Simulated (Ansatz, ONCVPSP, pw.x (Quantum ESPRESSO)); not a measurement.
## Equation-of-state test of one ONCV potential (molybdenum)

ONCVPSP 4.0.1.1 (patched build) input, shortened (lines: element, Z, core and valence counts, functional; n l f; lmax; l rc ep ncon nbas qcut; lloc lpopt rc5 dvloc0; l nproj debl; icmod fcfact rcfact), PBEsol, scalar-relativistic:

```
  Mo 42.00    6    4  -116133      upf
    1    0    2.00
    2    0    2.00
    2    1    6.00
    3    0    2.00
    3    1    6.00
    3    2   10.00
    4    0    2.00
    4    1    6.00
    4    2    5.00
    5    0    1.00
    3
    0    2.15    0.00    3    8    5.10
    1    1.85    0.00    4    9    6.30
    2    2.25    0.00    4    9    5.70
    3    1.90    0.05    4    8    5.40
    4    5    1.15    0.00
    0    2    0.30
    1    2    3.80
    2    2    2.30
    3    1    3.90
    3    3.25    1.70
```

Atomic tests: cutoffs needed: 13 Ha and 16 Ha (the cutoffs (Ha) at which the residual kinetic energy of the hardest occupied pseudo-wave falls to 1 and 0.1 mHa per electron); ghost test: no bound ghost flagged; GHOST(+) flagged for s at 75.2 eV; largest excitation error: +35 meV (all-electron minus pseudo) for 4s2 4p6 4d3 5s0, out of 4 test configurations.

Crystal test: fcc Mo in pw.x 7.5, no spin, 14³ k-points, Fermi–Dirac smearing 0.01 Ry, cutoffs 50/200 Ry. The reference is all-electron LAPW (Ansatz 0.2.0) with the same functional, mesh and smearing; V0 and B0 come from Birch–Murnaghan fits to the pressures at five volumes. Errors are pseudo minus all-electron; Δ is the rms difference of the E(V) curves that follow from these fits, minima aligned, over ±6 % about the mean V0. Mesh and smearing are coarse, so the numbers serve the comparison and aren't converged zero-temperature values; the lattice is a test structure that the element need not adopt.

```csv
V (Å³/atom),P all-electron (GPa),P pseudo (GPa)
14.770,14.63,15.07
15.158,6.95,7.39
15.547,0.18,0.61
15.936,-5.80,-5.38
16.324,-11.08,-10.68
```

All-electron: a0 = 3.963 Å (V0 = 15.56 Å³/atom), B0 = 253.7 GPa.

Pseudopotential: mean pressure error (GPa): +0.43; a0 (Å): 3.965; a0 error (%): +0.06; B0 error (%): -0.5; Δ (meV/atom): 1.4.

At the middle volume, how do free energy and pressure move when the wave cutoff is lowered (ecutrho kept at four times it)?

```tsv
cutoff (Ry)	shift of F (meV/atom)	shift of P (GPa)
22	+1308.5	-79.35
30	+23.1	-2.72
40	+2.0	-0.09
```

Input at the middle volume:

```
&control
  calculation='scf', prefix='x', pseudo_dir='./', outdir='./tmp', tstress=.true., disk_io='none'
/
&system
  ibrav=0, nat=1, ntyp=1, ecutwfc=50, ecutrho=200, nbnd=15,
  occupations='smearing', smearing='fd', degauss=0.01
/
&electrons
  conv_thr=1e-09, mixing_beta=0.4, electron_maxstep=70
/
ATOMIC_SPECIES
Mo 1.0 Mo.UPF
CELL_PARAMETERS angstrom
  0.00000000 1.98094401 1.98094401
  1.98094401 0.00000000 1.98094401
  1.98094401 1.98094401 0.00000000
ATOMIC_POSITIONS crystal
Mo 0.0000 0.0000 0.0000
K_POINTS automatic
14 14 14 0 0 0
```

```bash
pw.x < Mo.scf.in > Mo.scf.out
```

Lines of the output:

```
Message from routine setup:
     using ibrav=0 with symmetry is DISCOURAGED, use correct ibrav instead
     lattice parameter (alat)  =       5.2940  a.u.
     unit-cell volume          =     104.9164 (a.u.)^3
     number of electrons       =        14.00
     number of Kohn-Sham states=           15
     kinetic-energy cutoff     =      50.0000  Ry
     charge density cutoff     =     200.0000  Ry
     scf convergence threshold =      1.0E-09
     Exchange-correlation= PBESOL
     number of k points=   104  Fermi-Dirac smearing, width (Ry)=  0.0100
     iteration #  1     ecut=    50.00 Ry     beta= 0.40
     total energy              =    -147.25971243 Ry
     estimated scf accuracy    <       0.11088241 Ry
     iteration #  2     ecut=    50.00 Ry     beta= 0.40
     total energy              =    -147.26488340 Ry
     estimated scf accuracy    <       0.01132901 Ry
     iteration #  3     ecut=    50.00 Ry     beta= 0.40
     total energy              =    -147.26612465 Ry
     estimated scf accuracy    <       0.00074928 Ry
     iteration #  4     ecut=    50.00 Ry     beta= 0.40
     total energy              =    -147.26618753 Ry
     estimated scf accuracy    <       0.00002660 Ry
     iteration #  5     ecut=    50.00 Ry     beta= 0.40
     total energy              =    -147.26619345 Ry
     estimated scf accuracy    <       0.00000139 Ry
     iteration #  6     ecut=    50.00 Ry     beta= 0.40
     total energy              =    -147.26619350 Ry
     estimated scf accuracy    <       0.00000019 Ry
     iteration #  7     ecut=    50.00 Ry     beta= 0.40
     total energy              =    -147.26619350 Ry
     estimated scf accuracy    <       0.00000002 Ry
     iteration #  8     ecut=    50.00 Ry     beta= 0.40
     the Fermi energy is    20.8168 ev
!    total energy              =    -147.26619350 Ry
     estimated scf accuracy    <          1.4E-10 Ry
     smearing contrib. (-TS)   =      -0.00554243 Ry
     The total energy is F=E-TS. E is the sum of the following terms:
     one-electron contribution =     -17.92107006 Ry
     hartree contribution      =      18.53600693 Ry
     xc contribution           =     -27.84794335 Ry
     ewald contribution        =    -120.02764459 Ry
     convergence has been achieved in   8 iterations
          total   stress  (Ry/bohr**3)                   (kbar)     P=        6.11
     Message from routine punch:
     Nothing written, as per user request (disk_io='none')
```

The run at the middle volume (104 k-points, 8 iterations) took about 7.1 s on one core of a shared host (Intel(R) Xeon(R) 6975P-C, 192 threads, 378 GiB, load 76).
